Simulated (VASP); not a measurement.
# InAs (F-43m) in VASP: notebook, part 2 of 2

VASP 6.6.1. The steps go on from the part before.

## (3) Relaxation of cell and atoms, HSEsol

POSCAR reads:

```
InAs
1.0
    0.0000000000      3.0180000000      3.0180000000
    3.0180000000      0.0000000000      3.0180000000
    3.0180000000      3.0180000000      0.0000000000
In As
1 1
Direct
    0.0000000000      0.0000000000      0.0000000000
    0.7500000000      0.7500000000      0.7500000000
```

INCAR.step1 reads:

```
PREC = Accurate
ENCUT = 600
EDIFF = 1E-5
ISMEAR = -1
SIGMA = 0.05
LREAL = F
LASPH = T
NELM = 100
ALGO = Normal
LWAVE = T
LCHARG = F
GGA = PE
```

INCAR.step2 reads:

```
PREC = Accurate
ENCUT = 600
EDIFF = 1E-7
ISMEAR = -1
SIGMA = 0.05
LREAL = F
LASPH = T
NELM = 100
ALGO = Normal
ISIF = 3
LWAVE = F
LCHARG = F
GGA = PS
LHFCALC = T
HFSCREEN = 0.2
PRECFOCK = Fast
IBRION = 2
NSW = 40
EDIFFG = -0.01
ISTART = 1
```

KPOINTS reads:

```
regular mesh
0
Gamma
  4 4 4
```

Potentials or basis: VASP PAW PBE potentials, release 64 (In_d, As).

On the command line:

```sh
> cat potpaw_PBE.64/In_d/POTCAR potpaw_PBE.64/As/POTCAR > POTCAR
> cp INCAR.step1 INCAR
> mpirun -np 1 vasp_std > vasp.out
> cp INCAR.step2 INCAR
> mpirun -np 1 vasp_std > vasp.out
```

OUTCAR:

```text
PREC = Accurate
   ENCUT = 600
   EDIFF = 1E-7
   ISMEAR = -1
   LREAL = F
   LASPH = T
   NELM = 100
   ISIF = 3
   GGA = PS
   LHFCALC = T
   HFSCREEN = 0.2
   PRECFOCK = Fast
   IBRION = 2
   NSW = 40
   EDIFFG = -0.01
   ISTART = 1

 ion  position               nearest neighbor table
   1  0.000  0.000  0.000-   2 2.61   2 2.61   2 2.61   2 2.61
   2  0.750  0.750  0.750-   1 2.61   1 2.61   1 2.61   1 2.61

  LATTYP: Found a face centered cubic cell.
 ALAT       =     6.0360000000

  Lattice vectors:

 A1 = (   0.0000000000,   3.0180000000,   3.0180000000)
 A2 = (   3.0180000000,   0.0000000000,   3.0180000000)
 A3 = (   3.0180000000,   3.0180000000,   0.0000000000)

Analysis of symmetry for initial positions (statically):
=====================================================================
 Subroutine PRICEL returns:
 Original cell was already a primitive cell.

 Routine SETGRP: Setting up the symmetry group for a
 face centered cubic supercell.

 Subroutine GETGRP returns: Found 24 space group operations
 (whereof 24 operations were pure point group operations)
 out of a pool of 48 trial point group operations.

The static configuration has the point symmetry T_d .

Analysis of symmetry for dynamics (positions and initial velocities):
=====================================================================
 Subroutine PRICEL returns:
 Original cell was already a primitive cell.

 Routine SETGRP: Setting up the symmetry group for a
 face centered cubic supercell.

 Subroutine GETGRP returns: Found 24 space group operations
 (whereof 24 operations were pure point group operations)
 out of a pool of 48 trial point group operations.

The dynamic configuration has the point symmetry T_d .

 Subroutine INISYM returns: Found 24 space group operations
 (whereof 24 operations are pure point group operations),
 and found     1 'primitive' translations

----------------------------------------------------------------------------------------

                                     Primitive cell

  volume of cell :      54.9778

  direct lattice vectors                    reciprocal lattice vectors
     0.000000000  3.018000000  3.018000000    -0.165672631  0.165672631  0.165672631
     3.018000000  0.000000000  3.018000000     0.165672631 -0.165672631  0.165672631
     3.018000000  3.018000000  0.000000000     0.165672631  0.165672631 -0.165672631

  length of vectors
     4.268096531  4.268096531  4.268096531     0.286953414  0.286953414  0.286953414

  position of ions in fractional coordinates (direct lattice)
     0.000000000  0.000000000  0.000000000
     0.750000000  0.750000000  0.750000000

  ion indices of the primitive-cell ions
   primitive index   ion index
                 1           1
                 2           2

----------------------------------------------------------------------------------------

 KPOINTS: regular mesh

Automatic generation of k-mesh.
 Grid dimensions read from file:
 generate k-points for:    4    4    4

 Generating k-lattice:

  Cartesian coordinates                     Fractional coordinates (reciprocal lattice)
    -0.041418158  0.041418158  0.041418158     0.250000000  0.000000000  0.000000000
     0.041418158 -0.041418158  0.041418158     0.000000000  0.250000000  0.000000000
     0.041418158  0.041418158 -0.041418158     0.000000000  0.000000000  0.250000000

  Length of vectors
     0.071738354  0.071738354  0.071738354

  Shift w.r.t. Gamma in fractional coordinates (k-lattice)
     0.000000000  0.000000000  0.000000000

 Subroutine IBZKPT returns following result:
 ===========================================

 Found      8 irreducible k-points:

 Following reciprocal coordinates:
            Coordinates               Weight
  0.000000  0.000000  0.000000      1.000000
  0.250000  0.000000  0.000000      8.000000
  0.500000  0.000000  0.000000      4.000000
  0.250000  0.250000  0.000000      6.000000
  0.500000  0.250000  0.000000     24.000000
 -0.250000  0.250000  0.000000     12.000000
  0.500000  0.500000  0.000000      3.000000
 -0.250000  0.500000  0.250000      6.000000
   k-points           NKPTS =      8   k-points in BZ     NKDIM =     64   number of bands    NBANDS=     13
   number of dos      NEDOS =    301   number of ions     NIONS =      2
   total plane-waves  NPLWV =  46656
   dimension x,y,z NGX =    36 NGY =   36 NGZ =   36
   dimension x,y,z NGXF=    72 NGYF=   72 NGZF=   72
   ions per type =               1   1
   NGX,Y,Z   is equivalent  to a cutoff of  14.02, 14.02, 14.02 a.u.
   NGXF,Y,Z  is equivalent  to a cutoff of  28.04, 28.04, 28.04 a.u.
 SYSTEM =  unknown system
   PREC   = accura    normal or accurate (medium, high low for compatibility)
   ISTART =      1    job   : 0-new  1-cont  2-samecut
   ICHARG =      0    charge: 1-file 2-atom 10-const
   ISPIN  =      1    spin polarized calculation?
   LNONCOLLINEAR =      F non collinear calculations
   LSORBIT =      F    spin-orbit coupling
   LASPH  =      T    aspherical Exc in radial PAW
   ENCUT  =  600.0 eV  44.10 Ry    6.64 a.u.   8.52  8.52  8.52*2*pi/ulx,y,z
   NELM   =    100;   NELMIN=  2; NELMDL=  0     # of ELM steps
   EDIFF  = 0.1E-06   stopping-criterion for ELM
   LREAL  =      F    real-space projection
   EDIFFG = -.1E-01   stopping-criterion for IOM
   NSW    =     40    number of steps for IOM
   IBRION =      2    ionic relax: 0-MD 1-quasi-New 2-CG
   NFREE  =      1    steps in history (QN), initial steepest desc. (CG)
   ISIF   =      3    stress and relaxation
   ISYM   =      3    0-nonsym 1-usesym 2-fastsym
   POTIM  = 0.5000    time-step for ionic-motion
   TEBEG  =    0.0;   TEEND  =   0.0 temperature during run
   PSTRESS=    0.0 pullay stress
   NELECT =      18.0000    total number of electrons
   NUPDOWN=      -1.0000    fix difference up-down
   EMIN   =  10.00;   EMAX   =-10.00  energy-range for DOS
   EFERMI =   0.00;   METHOD = LEGACY
   ISMEAR =    -1;   SIGMA  =   0.05  broadening in eV -4-tet -1-fermi 0-gaus
   EFERMI_NEDOS =   21; number of points for ismear=-14 and -15
   IALGO  =     38    algorithm
   IMIX   =      1    mixing-type and parameters
     AMIX     =   0.40;   BMIX     =  1.00
     AMIX_MAG =   1.60;   BMIX_MAG =  1.00
  volume/ion in A,a.u.               =      27.49       185.50
  Fermi-wavevector in a.u.,A,eV,Ry     =   1.128331  2.132236 17.321990  1.273130
  Thomas-Fermi vector in A             =   2.265020
   LORBIT       =      0    0 simple, 1 ext, 2 COOP (PROOUT), +10 PAW based schemes
   GGA     = PS    functional components
   LHFCALC =     T    Hartree Fock is set to
   PRECFOCK=fast      Normal, Fast or Accurate (Low or Medium for compatibility)
   ENCUT4O =  -1.0   cutoff for four orbital integrals eV
   NKREDX  =     1    reduce k-point grid by
   NKREDY  =     1    reduce k-point grid by
   NKREDZ  =     1    reduce k-point grid by
   AEXX    =    0.2500 exact exchange contribution
   HFSCREEN=    0.2000 screening length (either q_TF or 0.3 A-1)
   HFSCREENC=   0.2000 screening length for correlation (either q_TF or 0.3 A-1)
   ENCUTFOCK=  -1.0 apply spherical cutoff to Coloumb kernel
   IVDW    =     0    specifies the selected vdW correction
   LEPSILON=     F    determine dielectric tensor
   LRPA    =     F    only Hartree local field effects (RPA)
 conjugate gradient relaxation of ions
 non-spin polarized calculation
  energy-cutoff  :      600.00
  volume of cell :       54.98
 maximum number of plane-waves:      1856
 NGX is ok and might be reduce to    36
  NGX = 20; NGY = 20; NGZ = 20

--------------------------------------- Ionic step        1  -------------------------------------------

 number of electron      18.0000003 magnetization

 Free energy of the ion-electron system (eV)
  ---------------------------------------------------
  ext. energy  EPLUGINS =         0.00000000
  ---------------------------------------------------
  free energy    TOTEN  =        -9.66831796 eV

  energy without entropy =       -9.66812599  energy(sigma->0) =       -9.66822197

------------------------ aborting loop because EDIFF is reached ----------------------------------------

  FORCE on cell =-STRESS in cart. coord.  units (eV):
  Direction    XX          YY          ZZ          XY          YZ          ZX
  --------------------------------------------------------------------------------------
  -------------------------------------------------------------------------------------
  Total        0.1317522      0.1317522      0.1317522     -0.0000000      0.0000000     -0.0000000
  in kB        3.8395542      3.8395542      3.8395542     -0.0000000      0.0000000     -0.0000000
  external PRESSURE =       3.8395542 kB  Pullay stress =       0.0000000 kB
[... 57 lines left out ...]
  energy  without entropy=       -9.6682581007  energy(sigma->0) =       -9.66841229

--------------------------------------- Ionic step        3  -------------------------------------------

 number of electron      18.0000004 magnetization

 Free energy of the ion-electron system (eV)
  ---------------------------------------------------
  ext. energy  EPLUGINS =         0.00000000
  ---------------------------------------------------
  free energy    TOTEN  =        -9.66870754 eV

  energy without entropy =       -9.66844957  energy(sigma->0) =       -9.66857856

 E-fermi :   4.2750     XC(G=0):  -7.6901

 val. band max:        4.0077393018   @ k =   0.0000   0.0000   0.0000
 cond. band min:       4.4868710557   @ k =   0.0000   0.0000   0.0000
 fundamental gap:      0.4791317539
 Fermi energy:         4.2750105295

 k-point     1 :       0.0000    0.0000    0.0000
  band No.  band energies     occupation
      1     -12.1125      2.00000
      2     -12.1125      2.00000
      3     -12.1125      2.00000
      4     -11.9785      2.00000
      5     -11.9785      2.00000
      6      -9.0454      2.00000
      7       4.0077      1.99051
      8       4.0077      1.99051
      9       4.0077      1.99051
     10       4.4869      0.02848
     11       8.6446      0.00000
     12       8.6446      0.00000
     13       8.6446      0.00000
[... 139 lines left out ...]
  FREE ENERGIE OF THE ION-ELECTRON SYSTEM (eV)
  ---------------------------------------------------
  free  energy   TOTEN  =        -9.6687075437 eV

  energy  without entropy=       -9.6684495730  energy(sigma->0) =       -9.66857856

 reached required accuracy - stopping structural energy minimisation
```

OUTCAR.step1:

```text
PREC = Accurate
   ENCUT = 600
   EDIFF = 1E-5
   ISMEAR = -1
   LREAL = F
[... 331 lines left out ...]
      0.00000      0.00000      0.00000        -0.000000     -0.000000     -0.000000
      4.52700      4.52700      4.52700         0.000000      0.000000      0.000000
 -----------------------------------------------------------------------------------
    total drift:                                0.000000      0.000000      0.000000

  FREE ENERGIE OF THE ION-ELECTRON SYSTEM (eV)
  ---------------------------------------------------
  free  energy   TOTEN  =        -7.5280435446 eV

  energy  without entropy=       -7.5249622026  energy(sigma->0) =       -7.52650287
```

OSZICAR.step1:

```text
N       E                     dE             d eps       ncg     rms          rms(c)
DAV:   1     0.119747764181E+03    0.11975E+03   -0.93428E+03   208   0.157E+03
DAV:   2     0.124034107599E+01   -0.11851E+03   -0.11543E+03   208   0.340E+02
DAV:   3    -0.758694155528E+01   -0.88273E+01   -0.87679E+01   273   0.941E+01
DAV:   4    -0.782293470684E+01   -0.23599E+00   -0.23587E+00   239   0.166E+01
DAV:   5    -0.783206818887E+01   -0.91335E-02   -0.91332E-02   298   0.294E+00    0.463E+00
DAV:   6    -0.755265390188E+01    0.27941E+00   -0.51955E-01   301   0.132E+01    0.261E+00
DAV:   7    -0.752561332768E+01    0.27041E-01   -0.15203E-01   285   0.375E+00    0.766E-01
DAV:   8    -0.752703708419E+01   -0.14238E-02   -0.14068E-02   238   0.167E+00    0.222E-01
DAV:   9    -0.752780522089E+01   -0.76814E-03   -0.12096E-03   231   0.349E-01    0.137E-01
DAV:  10    -0.752799153808E+01   -0.18632E-03   -0.23632E-04   261   0.251E-01    0.719E-02
DAV:  11    -0.752804060806E+01   -0.49070E-04   -0.17156E-04   223   0.171E-01    0.574E-02
DAV:  12    -0.752804354460E+01   -0.29365E-05   -0.11092E-05   189   0.384E-02
   1 F= -.75280435E+01 E0= -.75265029E+01  d E =-.308134E-02
```

Run time: 7.3 min. Hardware: 1 thread of Intel Xeon 6975P-C (Granite Rapids), shared host; peak memory 0.32 GiB.

What came out:

```yaml
Free_energy: -9.6687 eV
Relaxed_volume: 27.65 Å³/atom
Relaxed_cell: a = 4.277 Å, b = 4.277 Å, c = 4.277 Å, α = 60.00°, β = 60.00°, γ = 60.00°
Space_group_after_relaxing_to_0.05_Å: F-43m (No. 216)
Energy_gained_by_relaxing: 0.2 meV/atom
Ionic_steps: 3
Pressure_after_relaxing: 0.0 GPa
Band_gap_on_the_k_mesh: 0.48 eV, direct
```

The path:
```tsv
step	energy change (eV)	largest force (eV/Å)	pressure (GPa)	volume (Å³)
1	0.0000	0.0000	0.38	54.98
2	-0.0002	0.0000	-0.22	55.50
3	-0.0004	0.0000	-0.02	55.30
```

Final structure:
```
CELL_PARAMETERS angstrom
0.00000 3.02397 3.02397
3.02397 0.00000 3.02397
3.02397 3.02397 0.00000
ATOMIC_POSITIONS crystal
In 0.00000 0.00000 0.00000
As 0.75000 0.75000 0.75000
```

Levels at points of the mesh, in eV from the valence-band top:
| k point | band 6 | band 7 | band 8 | band 9 | band 10 | band 11 | band 12 | band 13 |
| --- | --- | --- | --- | --- | --- | --- | --- | --- |
| (0.00, 0.00, 0.00) | -13.05 | 0.00 | 0.00 | 0.00 | 0.48 | 4.64 | 4.64 | 4.64 |
| (0.50, 0.00, 0.00) | -11.43 | -6.30 | -1.08 | -1.08 | 1.60 | 5.42 | 5.42 | 7.61 |
| (0.50, 0.50, 0.00) | -10.82 | -6.37 | -2.54 | -2.54 | 2.05 | 2.68 | 10.24 | 10.45 |

Caveat: the k mesh is coarse (spacing up to 0.45 Å⁻¹), so the values aren't converged, least of all with exact exchange; the PAW data sets were made with another functional, which shifts forces and pressure a little; spin-orbit coupling is left out, which moves the levels of the heavy elements. Zero-point motion and thermal expansion aren't in these numbers.

## (4) Single point, PBE

INCAR reads:

```
  PREC = Accurate
  ENCUT = 520
  EDIFF = 1E-7
  ISMEAR = 0
  SIGMA = 0.028999999999999998
  LREAL = F
  LASPH = T
  NELM = 80
  ALGO = Normal
  ISIF = 2
  LWAVE = F
  LCHARG = F
  GGA = PE
```

KPOINTS reads:

```
Automatic mesh
0
Gamma
  8 8 8
```

POSCAR is that of step 3.

Potentials or basis: VASP PAW PBE potentials, release 64 (In_d, As).

On the command line:

```sh
> cat potpaw_PBE.64/In_d/POTCAR potpaw_PBE.64/As/POTCAR > POTCAR
> mpirun -np 1 vasp_std > vasp.out
```

OUTCAR:

```text
PREC = Accurate
   ENCUT = 520
   EDIFF = 1E-7
   ISMEAR = 0
   LREAL = F
   LASPH = T
   NELM = 80
   ISIF = 2
   GGA = PE

 ion  position               nearest neighbor table
   1  0.000  0.000  0.000-   2 2.61   2 2.61   2 2.61   2 2.61
   2  0.750  0.750  0.750-   1 2.61   1 2.61   1 2.61   1 2.61

  LATTYP: Found a face centered cubic cell.
 ALAT       =     6.0360000000

  Lattice vectors:

 A1 = (   0.0000000000,   3.0180000000,   3.0180000000)
[... 571 lines left out ...]
------------------------ aborting loop because EDIFF is reached ----------------------------------------

  FORCE on cell =-STRESS in cart. coord.  units (eV):
  Direction    XX          YY          ZZ          XY          YZ          ZX
  --------------------------------------------------------------------------------------
  -------------------------------------------------------------------------------------
  Total        1.4971421      1.4971421      1.4971421     -0.0000000     -0.0000000     -0.0000000
  in kB       43.6300686     43.6300686     43.6300686     -0.0000000     -0.0000000     -0.0000000
  external PRESSURE =      43.6300686 kB  Pullay stress =       0.0000000 kB

 VOLUME and BASIS-vectors are now :
 -----------------------------------------------------------------------------
  energy-cutoff  :      520.00
  volume of cell :       54.98
      direct lattice vectors                 reciprocal lattice vectors
     0.000000000  3.018000000  3.018000000    -0.165672631  0.165672631  0.165672631
     3.018000000  0.000000000  3.018000000     0.165672631 -0.165672631  0.165672631
     3.018000000  3.018000000  0.000000000     0.165672631  0.165672631 -0.165672631

 POSITION                                       TOTAL-FORCE (eV/Angst)
 -----------------------------------------------------------------------------------
      0.00000      0.00000      0.00000         0.000000      0.000000      0.000000
      4.52700      4.52700      4.52700        -0.000000     -0.000000     -0.000000
 -----------------------------------------------------------------------------------
    total drift:                                0.000000      0.000000      0.000000

  FREE ENERGIE OF THE ION-ELECTRON SYSTEM (eV)
  ---------------------------------------------------
  free  energy   TOTEN  =        -7.6613004524 eV

  energy  without entropy=       -7.6612130773  energy(sigma->0) =       -7.66125676
```

Wall time 12 s (1 thread of Intel Xeon 6975P-C (Granite Rapids), shared host); peak memory 0.18 GiB.

What came out:

```yaml
Free_energy: -7.6613 eV
Pressure: 4.4 GPa
Band_gap_on_the_k_mesh: none (metal or under the smearing width)
```

Levels at points of the mesh, in eV from the Fermi level:
```tsv
k point	band 7	band 8	band 9	band 10	band 11	band 12
(0.00, 0.00, 0.00)	-0.18	-0.01	-0.01	-0.01	3.90	3.90
(0.50, 0.00, 0.00)	-5.80	-1.01	-1.01	0.96	4.67	4.67
(0.50, 0.50, 0.00)	-5.87	-2.35	-2.35	1.53	2.05	9.21
```

Caveat: this crystal is a semiconductor, whose small gap the functional closes, so the metal is an error of the method.

## (5) For comparison

An earlier run on the cell as given: functional PBE; potentials or basis VASP PAW PBE potentials, release 64 (In_d, As); cutoff 520 eV; k mesh 8 × 8 × 8; occupations fermi-dirac, width 0.05 eV; no spin polarisation.

* Pressure: 4.4 GPa
* Band gap on the k mesh: none (metal or under the smearing width)

## (6) Overview

```tsv
task	level	cell	k mesh	cutoff (eV)	smearing	grid for exact exchange (PRECFOCK)	mesh quality	gap on the mesh (eV)	pressure (GPa)
single point	PBE	as given	8 × 8 × 8	520	gaussian 0.019 eV	-	not flagged	none	4.4
relaxation of cell and atoms	HSEsol	relaxed	4 × 4 × 4	600	fermi-dirac 0.05 eV	Fast	coarse	0.48	0.0
single point	PBE	as given	8 × 8 × 8	520	gaussian 0.029 eV	-	not flagged	none	4.4
single point	PBE	as given	8 × 8 × 8	520	fermi-dirac 0.05 eV	-	not flagged	none	4.4
```

Alike in all rows: potentials or basis VASP PAW PBE potentials, release 64 (In_d, As); no spin polarisation.

Caveats: some runs use coarse meshes; this crystal is a semiconductor, whose small gap the functional closes, so the metal is an error of the method (some runs); the PAW data sets were made with another functional, which shifts forces and pressure a little (some runs); spin-orbit coupling is left out, which moves the levels of the heavy elements (some runs).

Total energies depend on the potentials used, so only differences within one code and one set of settings carry meaning.

## (7) How close it comes

Step 2. Measured gap of InAs: 0.418 eV (direct; 4.2 K; a printed reference work, data compilation). This calculation gives 0.00 eV (-0.42 eV). Spin-orbit coupling on As, In is left out. The value is that of PBE on a finite k mesh, which can miss the band edges, without temperature or zero-point motion. Semilocal functionals fall short of measured gaps as a rule.

Step 4. Measured gap of InAs: 0.418 eV (direct; 4.2 K; a printed reference work, data compilation). This calculation gives 0.00 eV (-0.42 eV). Spin-orbit coupling on As, In is left out. The value is that of PBE on a finite k mesh, which can miss the band edges, without temperature or zero-point motion. Semilocal functionals fall short of measured gaps as a rule.
